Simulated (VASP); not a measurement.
# InAs (F-43m) in VASP: notebook, part 2 of 2

VASP 6.6.1. The steps go on from the part before.

**3. Single point, PBEsol**

INCAR reads:

```
SYSTEM = InAs
ALGO = Normal
EDIFF = 1E-6
ENCUT = 520
GGA = PS
ISIF = 2
ISMEAR = 0
LASPH = .True.
LCHARG = .False.
LREAL = .False.
LWAVE = .False.
NBANDS = 16
NELM = 100
PREC = Accurate
SIGMA = 0.15
```

KPOINTS reads:

```
k-points
0
Gamma
  16 16 16
  0 0 0
```

POSCAR reads:

```
InAs
1.0
    0.0000000000      3.0240000000      3.0240000000
    3.0240000000      0.0000000000      3.0240000000
    3.0240000000      3.0240000000      0.0000000000
In As
1 1
Direct
    0.0000000000      0.0000000000      0.0000000000
    0.7500000000      0.7500000000      0.7500000000
```

Potentials or basis: VASP PAW PBE potentials, release 64 (In_d, As).

The run is started by

```console
$ cat potpaw_PBE.64/In_d/POTCAR potpaw_PBE.64/As/POTCAR > POTCAR
$ mpirun -np 1 vasp_std > vasp.out
```

OUTCAR:

```text
SYSTEM = InAs
   EDIFF = 1E-6
   ENCUT = 520
   GGA = PS
   ISIF = 2
   ISMEAR = 0
   LASPH = .True.
   LREAL = .False.
   NELM = 100
   PREC = Accurate

 ion  position               nearest neighbor table
   1  0.000  0.000  0.000-   2 2.62   2 2.62   2 2.62   2 2.62
   2  0.750  0.750  0.750-   1 2.62   1 2.62   1 2.62   1 2.62

  LATTYP: Found a face centered cubic cell.
 ALAT       =     6.0480000000

  Lattice vectors:

 A1 = (   0.0000000000,   3.0240000000,   3.0240000000)
 A2 = (   3.0240000000,   0.0000000000,   3.0240000000)
 A3 = (   3.0240000000,   3.0240000000,   0.0000000000)

Analysis of symmetry for initial positions (statically):
[... 5 lines left out ...]
 face centered cubic supercell.

 Subroutine GETGRP returns: Found 24 space group operations
 (whereof 24 operations were pure point group operations)
 out of a pool of 48 trial point group operations.

The static configuration has the point symmetry T_d .

Analysis of symmetry for dynamics (positions and initial velocities):
[... 5 lines left out ...]
 face centered cubic supercell.

 Subroutine GETGRP returns: Found 24 space group operations
 (whereof 24 operations were pure point group operations)
[... 144 lines left out ...]
  ext. energy  EPLUGINS =         0.00000000
  ---------------------------------------------------
  free energy    TOTEN  =        -8.48644964 eV

  energy without entropy =       -8.48633056  energy(sigma->0) =       -8.48639010

 E-fermi :   4.5198     XC(G=0):  -9.2824

 val. band max:        4.3671786479   @ k =   0.0000   0.0000   0.0000
 cond. band min:       4.9523785182   @ k =   0.0625   0.0000   0.0000
 fundamental gap:      0.5851998703
 Fermi energy:         4.5198481602

 k-point     1 :       0.0000    0.0000    0.0000
  band No.  band energies     occupation
      1      -9.9637      2.00000
      2      -9.9637      2.00000
      3      -9.9637      2.00000
      4      -9.8359      2.00000
      5      -9.8359      2.00000
      6      -7.5201      2.00000
[... 433 lines left out ...]
      3      -9.9580      2.00000
      4      -9.8370      2.00000
      5      -9.8351      2.00000
      6      -7.4106      2.00000
[... 8 lines left out ...]
     15      13.0091      0.00000
     16      13.4034      0.00000

 [... further k-points ...]
[... 5 lines left out ...]
  --------------------------------------------------------------------------------------
  -------------------------------------------------------------------------------------
  Total        0.4186978      0.4186978      0.4186978     -0.0000000      0.0000000     -0.0000000
  in kB       12.1293033     12.1293033     12.1293033     -0.0000000      0.0000000     -0.0000000
  external PRESSURE =      12.1293033 kB  Pullay stress =       0.0000000 kB

 VOLUME and BASIS-vectors are now :
 -----------------------------------------------------------------------------
  energy-cutoff  :      520.00
  volume of cell :       55.31
      direct lattice vectors                 reciprocal lattice vectors
     0.000000000  3.024000000  3.024000000    -0.165343915  0.165343915  0.165343915
     3.024000000  0.000000000  3.024000000     0.165343915 -0.165343915  0.165343915
     3.024000000  3.024000000  0.000000000     0.165343915  0.165343915 -0.165343915

 POSITION                                       TOTAL-FORCE (eV/Angst)
 -----------------------------------------------------------------------------------
      0.00000      0.00000      0.00000        -0.000000     -0.000000     -0.000000
      4.53600      4.53600      4.53600         0.000000      0.000000      0.000000
 -----------------------------------------------------------------------------------
    total drift:                                0.000000      0.000000      0.000000

  FREE ENERGIE OF THE ION-ELECTRON SYSTEM (eV)
  ---------------------------------------------------
  free  energy   TOTEN  =        -8.4864496389 eV

  energy  without entropy=       -8.4863305573  energy(sigma->0) =       -8.48639010
```

OSZICAR:

```text
N       E                     dE             d eps       ncg     rms          rms(c)
DAV:   1     0.113990914089E+03    0.11399E+03   -0.82771E+03  4656   0.121E+03
DAV:   2    -0.116220268084E+01   -0.11515E+03   -0.11030E+03  5120   0.297E+02
DAV:   3    -0.858677074179E+01   -0.74246E+01   -0.73898E+01  5960   0.747E+01
DAV:   4    -0.877521060417E+01   -0.18844E+00   -0.18839E+00  5896   0.131E+01
DAV:   5    -0.878412127279E+01   -0.89107E-02   -0.89105E-02  6912   0.243E+00    0.447E+00
DAV:   6    -0.851996220330E+01    0.26416E+00   -0.38306E-01  7344   0.113E+01    0.245E+00
DAV:   7    -0.848767653232E+01    0.32286E-01   -0.10698E-01  6440   0.327E+00    0.685E-01
DAV:   8    -0.848613336296E+01    0.15432E-02   -0.13107E-02  5944   0.129E+00    0.205E-01
DAV:   9    -0.848635980890E+01   -0.22645E-03   -0.88094E-04  5744   0.256E-01    0.114E-01
DAV:  10    -0.848643187771E+01   -0.72069E-04   -0.13102E-04  6984   0.169E-01    0.673E-02
DAV:  11    -0.848644997353E+01   -0.18096E-04   -0.50958E-05  5496   0.103E-01    0.470E-02
DAV:  12    -0.848644963893E+01    0.33459E-06   -0.52329E-06  5344   0.260E-02
   1 F= -.84864496E+01 E0= -.84863901E+01  d E =-.119082E-03
```

Wall time 32 s (1 thread of Intel Xeon 6975P-C (Granite Rapids), shared host); peak memory 0.27 GiB.

Results:

- Free energy: -8.4864 eV
- Pressure: 1.2 GPa
- Band gap on the k mesh: zero (filled and empty bands touch)

Levels at points of the mesh, in eV from the Fermi level:
```
           k point  band 6  band 7  band 8  band 9  band 10  band 11  band 12  band 13
(0.00, 0.00, 0.00)  -12.04   -0.44   -0.15   -0.15    -0.15     3.70     3.70     3.70
(0.50, 0.00, 0.00)  -10.56   -5.96   -1.15   -1.15     0.72     4.47     4.47     6.56
(0.50, 0.50, 0.00)  -10.01   -6.03   -2.50   -2.50     1.29     1.83     8.92     9.06
```

Caveat: the PAW data sets were made with another functional, which shifts forces and pressure a little; spin-orbit coupling is left out, which moves the levels of the heavy elements.

**4. Comparison with measurements**

Step 2. Measured gap of InAs: 0.418 eV (direct; 4.2 K; a printed reference work, data compilation). This calculation gives 0.00 eV (-0.42 eV). Spin-orbit coupling on As, In is left out. The value is that of PBEsol on a finite k mesh, which can miss the band edges, without temperature or zero-point motion. Semilocal functionals fall short of measured gaps as a rule.

Step 3. A measured gap of InAs is 0.418 eV (direct; 4.2 K; a printed reference work, data compilation); the calculated 0.00 eV misses it by -0.42 eV. Spin-orbit coupling on As, In is left out. The value is that of PBEsol on a finite k mesh, which can miss the band edges, without temperature or zero-point motion. Semilocal functionals fall short of measured gaps as a rule.
